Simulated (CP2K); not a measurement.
Here is a CP2K 2026.2 calculation.

The input ir_scf.inp:

```
&GLOBAL
  PROJECT ir_scf
  RUN_TYPE ENERGY_FORCE
  PRINT_LEVEL LOW
&END GLOBAL
&FORCE_EVAL
  METHOD QS
  STRESS_TENSOR ANALYTICAL
  &DFT
    BASIS_SET_FILE_NAME BASIS_MOLOPT_UZH
    POTENTIAL_FILE_NAME POTENTIAL_UZH
    &MGRID
      CUTOFF 450
      REL_CUTOFF 60
      NGRIDS 5
    &END MGRID
    &QS
      METHOD GPW
      EPS_DEFAULT 1.0E-10
    &END QS
    &KPOINTS
      SCHEME MONKHORST-PACK 12 12 12
      GAMMA_CENTERED T
      SYMMETRY T
      SYMMETRY_BACKEND SPGLIB
    &END KPOINTS
    &SCF
      SCF_GUESS ATOMIC
      EPS_SCF 1.0E-6
      MAX_SCF 100
      ADDED_MOS 11
      CHOLESKY OFF
      EPS_EIGVAL 1.0E-7
      &DIAGONALIZATION ON
        ALGORITHM STANDARD
      &END DIAGONALIZATION
      &MIXING ON
        METHOD BROYDEN_MIXING
        ALPHA 0.4
        BETA 1.5
        NBUFFER 8
      &END MIXING
      &SMEAR ON
        METHOD GAUSSIAN
        SIGMA [eV] 0.02
      &END SMEAR
    &END SCF
    &XC
      &XC_FUNCTIONAL
        &GGA_X_RPBE
        &END GGA_X_RPBE
        &GGA_C_PBE
        &END GGA_C_PBE
      &END XC_FUNCTIONAL
    &END XC
    &PRINT
      &KPOINTS ON
      &END KPOINTS
      &MULLIKEN ON
      &END MULLIKEN
      &MO ON
        ENERGIES T
        OCCUPATION_NUMBERS T
        &EACH
          QS_SCF 0
        &END EACH
        ADD_LAST NUMERIC
      &END MO
      &LOWDIN ON
      &END LOWDIN
      &HIRSHFELD ON
        SHAPE_FUNCTION DENSITY
      &END HIRSHFELD
    &END PRINT
  &END DFT
  &SUBSYS
    &CELL
      ABC 2.7090675001 2.7090675000 2.7090675000
      ALPHA_BETA_GAMMA 60.0000000004 60.0000000005 60.0000000004
      PERIODIC XYZ
    &END CELL
    &COORD
      SCALED
      Ir  0.0000000000 0.0000000000 0.0000000000
    &END COORD
    &KIND Ir
      BASIS_SET TZVP-MOLOPT-PBE-GTH-q17
      POTENTIAL GTH-PBE-q17
    &END KIND
    &PRINT
      &ATOMIC_COORDINATES ON
      &END ATOMIC_COORDINATES
      &CELL ON
      &END CELL
    &END PRINT
  &END SUBSYS
  &PRINT
    &FORCES ON
    &END FORCES
    &STRESS_TENSOR ON
    &END STRESS_TENSOR
  &END PRINT
&END FORCE_EVAL
```

Potentials or basis: POTENTIAL_UZH Ir GTH-PBE-q17; TZVP-MOLOPT-PBE-GTH basis.

Launch:

```sh
$ OMP_NUM_THREADS=1 cp2k.psmp -i ir_scf.inp -o ir_scf.out
```

Problem. Estimate the pressure.

Solution. 12.9 GPa.

Problem. Estimate the band gap on the k mesh.

Solution. None (metal or under the smearing width).

Caveat: the potentials were made for another functional, which shifts forces and pressure; the basis of atomic orbitals isn't converged, which shifts pressures, moduli and gaps. Spin-orbit coupling is left out, which matters for the levels of Ir.
